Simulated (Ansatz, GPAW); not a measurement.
# Ballistic transport through pyrimidine-2,5-dithiol between two Al chains, from relaxation to T(E)

How well does pyrimidine-2,5-dithiol between two Al chains conduct once its atoms have relaxed, and how much do cheaper levels lose?

Method: Ansatz plane waves; relaxation of the junction with the lead ends held, in the first sound run; inputs show where later runs differ, in GPAW 26.7.0 and Ansatz 0.2.0.

**1. Set-up**

The cell holds 24 atoms: 14 Al, 2 S, 4 C, 2 N and 2 H. Cell: a = 14.415 Å, b = 9.000 Å, c = 38.992 Å, α = 90.0°, β = 90.0°, γ = 90.0°. Regions: left lead, 7 atoms (7 Al); channel, 10 atoms (2 S, 4 C, 2 N and 2 H); right lead, 7 atoms (7 Al). Vacuum lies along a and b. The structure is stacked along c, and the current runs across the ab planes.

**2. Relaxation**

Transmission follows bond lengths closely, so the atoms between the held lead ends are relaxed first, from a slightly shaken start that lets symmetry break.

The input, input.yaml:

```yaml
crystal:
  lattice:
    - [14.4145223817, 0.0, 0.0]
    - [0.0, 9.0, 0.0]
    - [0.0, 0.0, 38.9919256656]
  atoms:
    - { symbol: Al, position: [0.5, 0.5, 0.0307756024] }
    - { symbol: Al, position: [0.5, 0.5, 0.0923268071] }
    - { symbol: Al, position: [0.5, 0.5, 0.1538780119] }
    - { symbol: Al, position: [0.5, 0.5, 0.2154292166] }
    - { symbol: Al, position: [0.5, 0.5, 0.2769804213] }
    - { symbol: Al, position: [0.5028112218, 0.5011436353, 0.337636833] }
    - { symbol: Al, position: [0.4996106305, 0.4988684513, 0.3999076589] }
    - { symbol: S, position: [0.3581781856, 0.5092279385, 0.4202330701] }
    - { symbol: C, position: [0.3608538514, 0.5427236049, 0.4648542255] }
    - { symbol: "N", position: [0.4497581412, 0.5492600844, 0.4794117637] }
    - { symbol: "N", position: [0.2841573491, 0.5528824056, 0.4816823822] }
    - { symbol: C, position: [0.4500196492, 0.5758801932, 0.5112616139] }
    - { symbol: C, position: [0.2922385275, 0.5728049632, 0.5166354383] }
    - { symbol: H, position: [0.5220930435, 0.5861852114, 0.5221761354] }
    - { symbol: H, position: [0.2211079704, 0.5844529215, 0.5290431106] }
    - { symbol: C, position: [0.3787100496, 0.5902326152, 0.5340205374] }
    - { symbol: S, position: [0.3792128481, 0.6171288614, 0.5773844199] }
    - { symbol: Al, position: [0.502433767, 0.4981174059, 0.5996933426] }
    - { symbol: Al, position: [0.5033735885, 0.49709086, 0.6614431199] }
    - { symbol: Al, position: [0.5, 0.5, 0.7230195787] }
    - { symbol: Al, position: [0.5, 0.5, 0.7845707834] }
    - { symbol: Al, position: [0.5, 0.5, 0.8461219881] }
    - { symbol: Al, position: [0.5, 0.5, 0.9076731929] }
    - { symbol: Al, position: [0.5, 0.5, 0.9692243976] }
kpoints:
  mp_grid: { grid: [1, 1, 2] }
hamiltonian:
  xc: pbe
scf:
  occupations: { method: fermi_dirac, width: 0.1 }
relax:
  f_tol: 0.03
  max_steps: 80
  constraints: [{ sites: [0, 1, 2, 3, 4, 19, 20, 21, 22, 23] }]
```

Launch:

```bash
ansatz run input.yaml --threads 4 --pin off --max-ram 8192MiB --backend cpu --events-out ev --progress --plain --runs-dir out
```

Numbers of over 12 decimals in the logs are rounded to 6 here.

The log of the run:

```text
Engine: ansatz 0.2.0, aarch64-unknown-linux-gnu
Pseudopotentials: kind: paw
Pseudopotential: Al, paw, valence charge 3, recommended cutoff 420 eV (normal), Al.paw.azcp
Pseudopotential: S, paw, valence charge 6, recommended cutoff 420 eV (normal), S.paw.azcp
Pseudopotential: C, paw, valence charge 4, recommended cutoff 420 eV (normal), C.paw.azcp
Pseudopotential: N, paw, valence charge 5, recommended cutoff 420 eV (normal), N.paw.azcp
Pseudopotential: H, paw, valence charge 1, recommended cutoff 420 eV (normal), H.paw.azcp
Functional definition: PBE
  parameter kappa = 0.804
  parameter beta = 0.066725
  exchange = pbe_x(kappa = kappa, mu = beta*pi^2/3)
  correlation = pbe_c(beta = beta)
Crystal: 24 atoms, lattice volume = 5058.450 Å³
Basis set: ecut = 420 eV, 98769 PW (Γ), exchange–correlation on 200×128×540 points (8 copies of the dense FFT grid, shifted against one another)
Bands: 65, of which v1, the nominal top of the filled ones, is band 41 counted from 1 (40 counted from 0)
Symmetry: 1 space group operations
Space group: P1 (ITA 1), of the structure as read, at distance tolerance 1.7e-4 Å
k-points: 2
Non-local potential: Al, projectors of the file, l = 0: 2, l = 1: 2, l = 2: 1
Non-local potential: S, projectors of the file, l = 0: 2, l = 1: 2, l = 2: 2
Non-local potential: C, projectors of the file, l = 0: 2, l = 1: 2, l = 2: 1
Non-local potential: N, projectors of the file, l = 0: 2, l = 1: 2, l = 2: 1
Non-local potential: H, projectors of the file, l = 0: 2, l = 1: 1
PAW form: soft (Blöchl's): semilocal exchange-correlation on the pseudo side does not see the compensation charge
PAW one-centre angular grid: Al, 110 points (default); XC on 64 Gauss nodes
PAW one-centre angular grid: S, 110 points (default); XC on 64 Gauss nodes
PAW one-centre angular grid: C, 110 points (default); XC on 64 Gauss nodes
PAW one-centre angular grid: N, 110 points (default); XC on 64 Gauss nodes
PAW one-centre angular grid: H, 110 points (default); XC on 64 Gauss nodes
Initial density: superposition of atomic densities (neutral atoms: chi_scale 0, normalization atom), corrected by the library's trained network
Initial wavefunctions: pseudopotential atomic-orbital guess
Functional: x = pbe(κ = 0.804, μ = 0.219515), c = pbe(β = 0.066725)
SCF iter   1: F=—  HF=-11105.341894 eV  |F-HF|=—  |Δ(HF+E_count)|=         —  Δρ=2.29e-3  dr2=1.21e0  ethr=1.77e-3  ⟨swp⟩=21.5  Hψ=1092  notcnv=0
preconditioner: auto → LDOS  [metal: Δε(μ)=0.092 eV  Ē_g=5.309 eV  σ=0.100 eV  W_gap=0.22  n_scr=204 (ndim 8)  ℏωp=4.2 eV  f_vac=0.742  D(μ)=22.86/eV (n_scr^D=68)  β→1.0]
SCF iter   2: F=—  HF=-11105.281617 eV  |F-HF|=—  |Δ(HF+E_count)|=   6.03e-2  Δρ=1.42e-3  dr2=2.03e-1  ethr=1.47e-3  ⟨swp⟩=3.5  Hψ=278  notcnv=0  defer=2
SCF iter   3: F=—  HF=-11105.297637 eV  |F-HF|=—  |Δ(HF+E_count)|=   1.60e-2  Δρ=1.45e-3  dr2=1.65e-1  ethr=2.48e-4  ⟨swp⟩=3.0  Hψ=260  notcnv=0  defer=2
SCF iter   4: F=—  HF=-11105.268303 eV  |F-HF|=—  |Δ(HF+E_count)|=   2.93e-2  Δρ=2.78e-4  dr2=2.01e-2  ethr=2.01e-4  ⟨swp⟩=2.0  Hψ=256  notcnv=0  defer=2
SCF iter   5: F=—  HF=-11105.267916 eV  |F-HF|=—  |Δ(HF+E_count)|=   3.86e-4  Δρ=1.58e-4  dr2=3.55e-3  ethr=2.45e-5  ⟨swp⟩=2.0  Hψ=217  notcnv=0  defer=2
SCF iter   6: F=—  HF=-11105.267750 eV  |F-HF|=—  |Δ(HF+E_count)|=   1.66e-4  Δρ=7.76e-5  dr2=8.01e-4  ethr=4.33e-6  ⟨swp⟩=2.0  Hψ=166  notcnv=0  defer=2
SCF iter   7: F=—  HF=-11105.267740 eV  |F-HF|=—  |Δ(HF+E_count)|=   1.09e-5  Δρ=4.02e-5  dr2=2.00e-4  ethr=9.76e-7  ⟨swp⟩=2.0  Hψ=198  notcnv=0  defer=2
SCF iter   8: F=—  HF=-11105.267745 eV  |F-HF|=—  |Δ(HF+E_count)|=   5.70e-6  Δρ=1.74e-5  dr2=3.25e-5  ethr=2.44e-7  ⟨swp⟩=2.0  Hψ=202  notcnv=0  defer=2
SCF iter   9: F=-11105.267760 eV  HF=-11105.267761 eV  |F-HF|=4.36e-7  |Δ(HF+E_count)|=   1.53e-5  Δρ=8.23e-6  dr2=8.06e-6  ethr=2.74e-8  ⟨swp⟩=5.0  Hψ=400  notcnv=0
SCF 1 converged in 9 iterations: F = -11105.267760 eV  dr2 = 8.06e-6
  greatest PAW one-centre occupation: 0.861 electrons in one spin orbital (limit 2), on the S atom at site 7 (counted from 0), in its partial waves of l = 0
relax step   1: F+E_penalty+E_count = -11105.26776019 eV  Δ(F+E_penalty+E_count) = +0.000e0 eV  max|allowed force component| = 4.189e0 eV/Å  Δτ_max = 0.0000 Å  (9 SCF iters, dr2 threshold 2.25e-5 eV, accepted)
Initial density: handed on by an earlier stage of this run
Initial wavefunctions: those handed on with the density
iter 1 solved again at ethr=1.15e-3 eV; its pass at ethr=3.10e-3 eV (dr2=9.40e-1 eV) is discarded
SCF iter   1: F=—  HF=-11106.164462 eV  |F-HF|=—  |Δ(HF+E_count)|=         —  Δρ=2.69e-3  dr2=9.37e-1  ethr=1.15e-3  ⟨swp⟩=1.0  Hψ=526  notcnv=0  defer=2
preconditioner: auto → LDOS  [metal: Δε(μ)=0.019 eV  Ē_g=5.149 eV  σ=0.100 eV  W_gap=0.05  n_scr=204 (ndim 8)  ℏωp=4.2 eV  f_vac=0.737  D(μ)=22.05/eV (n_scr^D=68)  β→1.0]
SCF iter   2: F=—  HF=-11106.121442 eV  |F-HF|=—  |Δ(HF+E_count)|=   4.30e-2  Δρ=1.89e-3  dr2=3.74e-1  ethr=1.14e-3  ⟨swp⟩=3.0  Hψ=266  notcnv=0  defer=2
SCF iter   3: F=—  HF=-11106.079546 eV  |F-HF|=—  |Δ(HF+E_count)|=   4.19e-2  Δρ=1.14e-3  dr2=1.45e-1  ethr=4.56e-4  ⟨swp⟩=3.0  Hψ=267  notcnv=0  defer=2
SCF iter   4: F=—  HF=-11106.054003 eV  |F-HF|=—  |Δ(HF+E_count)|=   2.55e-2  Δρ=3.49e-4  dr2=2.66e-2  ethr=1.77e-4  ⟨swp⟩=2.0  Hψ=246  notcnv=0  defer=2
SCF iter   5: F=—  HF=-11106.051912 eV  |F-HF|=—  |Δ(HF+E_count)|=   2.09e-3  Δρ=1.66e-4  dr2=3.61e-3  ethr=3.24e-5  ⟨swp⟩=2.0  Hψ=194  notcnv=0  defer=2
SCF iter   6: F=—  HF=-11106.051547 eV  |F-HF|=—  |Δ(HF+E_count)|=   3.65e-4  Δρ=7.12e-5  dr2=7.17e-4  ethr=4.41e-6  ⟨swp⟩=2.0  Hψ=186  notcnv=0  defer=2
SCF iter   7: F=—  HF=-11106.051561 eV  |F-HF|=—  |Δ(HF+E_count)|=   1.43e-5  Δρ=3.93e-5  dr2=1.79e-4  ethr=8.74e-7  ⟨swp⟩=2.0  Hψ=204  notcnv=0  defer=2
SCF iter   8: F=-11106.051544 eV  HF=-11106.051566 eV  |F-HF|=2.20e-5  |Δ(HF+E_count)|=   4.52e-6  Δρ=2.15e-5  dr2=4.30e-5  ethr=1.22e-7  ⟨swp⟩=3.0  Hψ=489  notcnv=0
SCF 2 converged in 8 iterations: F = -11106.051544 eV  dr2 = 4.30e-5
  greatest PAW one-centre occupation: 0.862 electrons in one spin orbital (limit 2), on the S atom at site 7 (counted from 0), in its partial waves of l = 0
relax step   2: F+E_penalty+E_count = -11106.05154354 eV  Δ(F+E_penalty+E_count) = -7.838e-1 eV  max|allowed force component| = 1.949e0 eV/Å  Δτ_max = 0.1950 Å  (8 SCF iters, dr2 threshold 1.00e-4 eV, accepted)
iter 1 solved again at ethr=8.41e-4 eV; its pass at ethr=3.10e-3 eV (dr2=6.89e-1 eV) is discarded
SCF iter   1: F=—  HF=-11106.536120 eV  |F-HF|=—  |Δ(HF+E_count)|=         —  Δρ=1.81e-3  dr2=5.67e-1  ethr=8.41e-4  ⟨swp⟩=2.0  Hψ=500  notcnv=0  defer=2
[...]
relax step  13: F+E_penalty+E_count = -11107.14662436 eV  Δ(F+E_penalty+E_count) = -5.183e-2 eV  max|allowed force component| = 3.213e-1 eV/Å  Δτ_max = 0.1947 Å  (6 SCF iters, dr2 threshold 1.00e-4 eV, accepted)
relax step  14: F+E_penalty+E_count = -11107.19369539 eV  Δ(F+E_penalty+E_count) = -4.707e-2 eV  max|allowed force component| = 2.961e-1 eV/Å  Δτ_max = 0.1914 Å  (6 SCF iters, dr2 threshold 7.63e-5 eV, accepted)
relax step  15: F+E_penalty+E_count = -11107.23236599 eV  Δ(F+E_penalty+E_count) = -3.867e-2 eV  max|allowed force component| = 2.275e-1 eV/Å  Δτ_max = 0.1954 Å  (6 SCF iters, dr2 threshold 6.48e-5 eV, accepted)
relax step  16: F+E_penalty+E_count = -11107.26312512 eV  Δ(F+E_penalty+E_count) = -3.076e-2 eV  max|allowed force component| = 1.482e-1 eV/Å  Δτ_max = 0.1926 Å  (6 SCF iters, dr2 threshold 3.06e-5 eV, accepted)
relax step  17: F+E_penalty+E_count = -11107.28921251 eV  Δ(F+E_penalty+E_count) = -2.609e-2 eV  max|allowed force component| = 1.033e-1 eV/Å  Δτ_max = 0.1950 Å  (8 SCF iters, dr2 threshold 9.32e-6 eV, accepted)
relax step  18: F+E_penalty+E_count = -11107.31599674 eV  Δ(F+E_penalty+E_count) = -2.678e-2 eV  max|allowed force component| = 8.561e-2 eV/Å  Δτ_max = 0.1958 Å  (8 SCF iters, dr2 threshold 4.53e-6 eV, accepted)
relax step  19: F+E_penalty+E_count = -11107.33674854 eV  Δ(F+E_penalty+E_count) = -2.075e-2 eV  max|allowed force component| = 8.591e-2 eV/Å  Δτ_max = 0.1950 Å  (8 SCF iters, dr2 threshold 3.56e-6 eV, accepted)
relax step  20: F+E_penalty+E_count = -11107.35439037 eV  Δ(F+E_penalty+E_count) = -1.764e-2 eV  max|allowed force component| = 1.065e-1 eV/Å  Δτ_max = 0.1935 Å  (8 SCF iters, dr2 threshold 5.07e-6 eV, accepted)
relax step  21: F+E_penalty+E_count = -11107.36756056 eV  Δ(F+E_penalty+E_count) = -1.317e-2 eV  max|allowed force component| = 1.086e-1 eV/Å  Δτ_max = 0.1958 Å  (7 SCF iters, dr2 threshold 1.13e-5 eV, accepted)
relax step  22: F+E_penalty+E_count = -11107.37590764 eV  Δ(F+E_penalty+E_count) = -8.347e-3 eV  max|allowed force component| = 9.288e-2 eV/Å  Δτ_max = 0.1948 Å  (7 SCF iters, dr2 threshold 1.18e-5 eV, accepted)
relax step  23: F+E_penalty+E_count = -11107.37969566 eV  Δ(F+E_penalty+E_count) = -3.788e-3 eV  max|allowed force component| = 7.369e-2 eV/Å  Δτ_max = 0.1907 Å  (7 SCF iters, dr2 threshold 6.32e-6 eV, accepted)
relax step  24: F+E_penalty+E_count = -11107.38063301 eV  Δ(F+E_penalty+E_count) = -9.374e-4 eV  max|allowed force component| = 6.168e-2 eV/Å  Δτ_max = 0.0770 Å  (7 SCF iters, dr2 threshold 3.42e-6 eV, accepted)
relax step  25: F+E_penalty+E_count = -11107.38149286 eV  Δ(F+E_penalty+E_count) = -8.599e-4 eV  max|allowed force component| = 2.519e-2 eV/Å  Δτ_max = 0.0308 Å  (6 SCF iters, dr2 threshold 2.39e-6 eV, accepted)
iter 1 solved again at ethr=1.26e-9 eV; its pass at ethr=3.10e-3 eV (dr2=1.04e-6 eV) is discarded
SCF iter   1: F=—  HF=-11107.381489 eV  |F-HF|=—  |Δ(HF+E_count)|=         —  Δρ=3.16e-6  dr2=1.05e-6  ethr=1.26e-9  ⟨swp⟩=1.0  Hψ=316  notcnv=0
preconditioner: auto → LDOS  [metal: Δε(μ)=0.040 eV  Ē_g=5.263 eV  σ=0.100 eV  W_gap=0.10  n_scr=204 (ndim 8)  ℏωp=4.2 eV  f_vac=0.734  D(μ)=18.87/eV (n_scr^D=38)  β→1.0]
SCF iter   2: F=—  HF=-11107.381493 eV  |F-HF|=—  |Δ(HF+E_count)|=   4.44e-6  Δρ=2.59e-6  dr2=5.99e-7  ethr=1.26e-9  ⟨swp⟩=2.0  Hψ=215  notcnv=0
SCF iter   3: F=—  HF=-11107.381493 eV  |F-HF|=—  |Δ(HF+E_count)|=   3.81e-8  Δρ=1.71e-6  dr2=2.09e-7  ethr=7.31e-10  ⟨swp⟩=2.0  Hψ=196  notcnv=0
SCF iter   4: F=-11107.381493 eV  HF=-11107.381493 eV  |F-HF|=1.66e-8  |Δ(HF+E_count)|=   2.50e-8  Δρ=9.32e-7  dr2=7.59e-8  ethr=1.22e-10  ⟨swp⟩=5.0  Hψ=455  notcnv=0
SCF 26 converged in 4 iterations: F = -11107.381493 eV  dr2 = 7.59e-8
relax step  26: F+E_penalty+E_count = -11107.38149329 eV  Δ(F+E_penalty+E_count) = -4.257e-7 eV  max|allowed force component| = 2.542e-2 eV/Å  Δτ_max = 0.0000 Å  (4 SCF iters, accepted)
SCF converged after 4 iterations
Free energy (F): -11107.381493 eV
Harris-Foulkes:  -11107.381493 eV  (|F-HF|=1.66e-8)
Internal energy: -11106.759049 eV  (E = F + TS)
E sigma→0 (E₀):  -11107.070271 eV
Entropy (-TS):   -0.622445 eV (-25.935 meV/atom)
Fermi energy:    -3.317307 eV
--- Per-component energies (eV) ---
  E_band       = -766.398894
  E_kinetic    = 1124.163969
  E_local      = -12273.171255  (includes V_loc(G=0)·N_el)
  E_nonlocal   = 420.101246
  E_hartree    = 5510.544953
  E_xc         = -1033.987350
  E_vxc        = -929.695035  (∫ρ·V_xc dr)
  E_paw        = -8397.000636  (= ΣΔE_a)
  E_vpaw       = -128.879855  (= ΣTr[D̂ρ^β])
  E_aug_tail   = -0.002533  (compensation charges beyond the density's cutoff)
  E_ewald      = 3542.592558
  E_smearing   = -0.622445  (= −TS)
  E_closure    = 0.000000  (closes the sum)
  Σ components = -11107.381493   (vs F -11107.381493, Δ=0.00e0)
--- Forces (eV/Å), atoms counted from 1 ---
  atom   1  Al    -0.00191939    -0.01338289    -0.03486411
  atom   2  Al     0.00647971    -0.00834745    -0.03253722
  atom   3  Al    -0.02499895     0.07412191    -0.01457146
  atom   4  Al     0.04970257    -0.16037351    -0.35369514
  atom   5  Al    -0.02196547     0.10616492     1.13643123
  atom   6  Al    -0.00004820     0.00563393    -0.01522567
  atom   7  Al    -0.00200531     0.00299696    -0.00346410
  atom   8  S      0.00120082    -0.00150855     0.01325922
  atom   9  C      0.00592095     0.00496429    -0.01658519
  atom  10  N     -0.00497137    -0.00446682     0.02541505
  atom  11  N      0.01992193    -0.00407869     0.01417162
  atom  12  C     -0.00572932    -0.00424043    -0.00058969
  atom  13  C      0.00343364    -0.00327132    -0.01816948
  atom  14  H     -0.00712384     0.00308213    -0.00201617
  atom  15  H     -0.00066406    -0.00052499     0.00434971
  atom  16  C     -0.00607133     0.01380382     0.00296653
  atom  17  S     -0.02245552    -0.01479064     0.00182969
  atom  18  Al     0.01439553     0.00344319     0.00126154
  atom  19  Al    -0.00350209     0.00056646    -0.00046446
  atom  20  Al    -0.06320516    -0.03616265    -0.97519698
  atom  21  Al     0.09662396     0.04347729     0.20760793
  atom  22  Al    -0.04449032    -0.01903920    -0.01262008
  atom  23  Al     0.01038533     0.00015875     0.05135547
  atom  24  Al     0.00113712     0.01163039     0.02137501
  max |Σ_I F_I| component: 1.43e-4 eV/Å
--- Relaxed structure (26 steps of the walk, 26 accepted, 0 SCFs on fresh bases) ---
  F+E_penalty+E_count = -11107.38149329 eV   max|allowed force component| = 2.542e-2 eV/Å
  atoms:
    - { symbol: Al, position: [0.5, 0.5, 0.030776] }
    - { symbol: Al, position: [0.5, 0.5, 0.0923268071] }
    - { symbol: Al, position: [0.5, 0.5, 0.153878] }
    - { symbol: Al, position: [0.5, 0.5, 0.215429] }
    - { symbol: Al, position: [0.5, 0.5, 0.2769804213] }
    - { symbol: Al, position: [0.518122, 0.373328, 0.337339] }
    - { symbol: Al, position: [0.464118, 0.508716, 0.395147] }
    - { symbol: S, position: [0.312507, 0.477957, 0.413232] }
    - { symbol: C, position: [0.371838, 0.494583, 0.452101] }
    - { symbol: N, position: [0.466839, 0.495674, 0.448135] }
    - { symbol: N, position: [0.329373, 0.509121, 0.482258] }
    - { symbol: C, position: [0.520170, 0.507808, 0.476563] }
    - { symbol: C, position: [0.382745, 0.523395, 0.510040] }
    - { symbol: H, position: [0.595194, 0.507600, 0.472804] }
    - { symbol: H, position: [0.346300, 0.538515, 0.534431] }
    - { symbol: C, position: [0.480828, 0.521419, 0.509355] }
    - { symbol: S, position: [0.551910, 0.547080, 0.546095] }
    - { symbol: Al, position: [0.467538, 0.471086, 0.594248] }
    - { symbol: Al, position: [0.549158, 0.529591, 0.657497] }
    - { symbol: Al, position: [0.5, 0.5, 0.723020] }
    - { symbol: Al, position: [0.5, 0.5, 0.784571] }
    - { symbol: Al, position: [0.5, 0.5, 0.846122] }
    - { symbol: Al, position: [0.5, 0.5, 0.907673] }
    - { symbol: Al, position: [0.5, 0.5, 0.9692243976] }
```

Elapsed: 10 min, on 4 threads of Arm Neoverse N1, shared host; peak memory 4.7 GiB.

The steps of the relaxation (22 of 26):

| step | energy less that of the first step (eV) | largest force component (eV/Å) |
| --- | --- | --- |
| 1 | 0.0000 | 4.1889 |
| 2 | -0.7838 | 1.9485 |
| 3 | -1.2112 | 0.6674 |
| 5 | -1.4810 | 0.3984 |
| 6 | -1.5483 | 0.2197 |
| 7 | -1.6030 | 0.2447 |
| 8 | -1.6522 | 0.2617 |
| 9 | -1.6928 | 0.2678 |
| 11 | -1.7757 | 0.3052 |
| 12 | -1.8270 | 0.3738 |
| 13 | -1.8789 | 0.3213 |
| 14 | -1.9259 | 0.2961 |
| 15 | -1.9646 | 0.2275 |
| 16 | -1.9954 | 0.1482 |
| 18 | -2.0482 | 0.0856 |
| 19 | -2.0690 | 0.0859 |
| 20 | -2.0866 | 0.1065 |
| 21 | -2.0998 | 0.1086 |
| 22 | -2.1081 | 0.0929 |
| 24 | -2.1129 | 0.0617 |
| 25 | -2.1137 | 0.0252 |
| 26 | -2.1137 | 0.0254 |

The atoms that moved most (Å):

| atom | dx | dy | dz | length |
| --- | --- | --- | --- | --- |
| S17 | 2.489 | -0.630 | -1.220 | 2.843 |
| H14 | 1.054 | -0.707 | -1.925 | 2.306 |
| C16 | 1.472 | -0.619 | -0.962 | 1.864 |
| H15 | 1.805 | -0.413 | 0.210 | 1.863 |
| C12 | 1.011 | -0.613 | -1.353 | 1.797 |
| C13 | 1.305 | -0.445 | -0.257 | 1.402 |
| N10 | 0.246 | -0.482 | -1.220 | 1.334 |
| Al6 | 0.221 | -1.150 | -0.012 | 1.171 |

Final coordinates:

```cif
data_structure
_symmetry_space_group_name_H-M 'P 1'
_symmetry_Int_Tables_number 1
_cell_length_a 14.4145
_cell_length_b 9.0000
_cell_length_c 38.9919
_cell_angle_alpha 90.000
_cell_angle_beta 90.000
_cell_angle_gamma 90.000
_cell_volume 5058.45
loop_
_atom_site_label
_atom_site_type_symbol
_atom_site_fract_x
_atom_site_fract_y
_atom_site_fract_z
_atom_site_occupancy
Al1 Al 0.50000 0.50000 0.03078 1
Al2 Al 0.50000 0.50000 0.09233 1
Al3 Al 0.50000 0.50000 0.15388 1
Al4 Al 0.50000 0.50000 0.21543 1
Al5 Al 0.50000 0.50000 0.27698 1
Al6 Al 0.51812 0.37333 0.33734 1
Al7 Al 0.46412 0.50872 0.39515 1
S8 S 0.31251 0.47796 0.41323 1
C9 C 0.37184 0.49458 0.45210 1
N10 N 0.46684 0.49567 0.44814 1
N11 N 0.32937 0.50912 0.48226 1
C12 C 0.52017 0.50781 0.47656 1
C13 C 0.38274 0.52339 0.51004 1
H14 H 0.59519 0.50760 0.47280 1
H15 H 0.34630 0.53851 0.53443 1
C16 C 0.48083 0.52142 0.50936 1
S17 S 0.55191 0.54708 0.54609 1
Al18 Al 0.46754 0.47109 0.59425 1
Al19 Al 0.54916 0.52959 0.65750 1
Al20 Al 0.50000 0.50000 0.72302 1
Al21 Al 0.50000 0.50000 0.78457 1
Al22 Al 0.50000 0.50000 0.84612 1
Al23 Al 0.50000 0.50000 0.90767 1
Al24 Al 0.50000 0.50000 0.96922 1
```

This step gave:

```
free energy         : -11107.3815 eV
smearing term TS    : 0.6224 eV
symmetry operations : 1
```

The relaxation lowered the energy of the cell by 2.11 eV.

(Part 1 of 4 ends here.)

[Logs are printed without paths, hosts, clocks, repeated set-up lines and the standing remarks that a program may print on its own settings, such as how far it seeks lower states.]

[Hosts, paths, dates, database ids (printed as entryN), source tags and the programs' standing remarks are cut or masked in the printed files.]
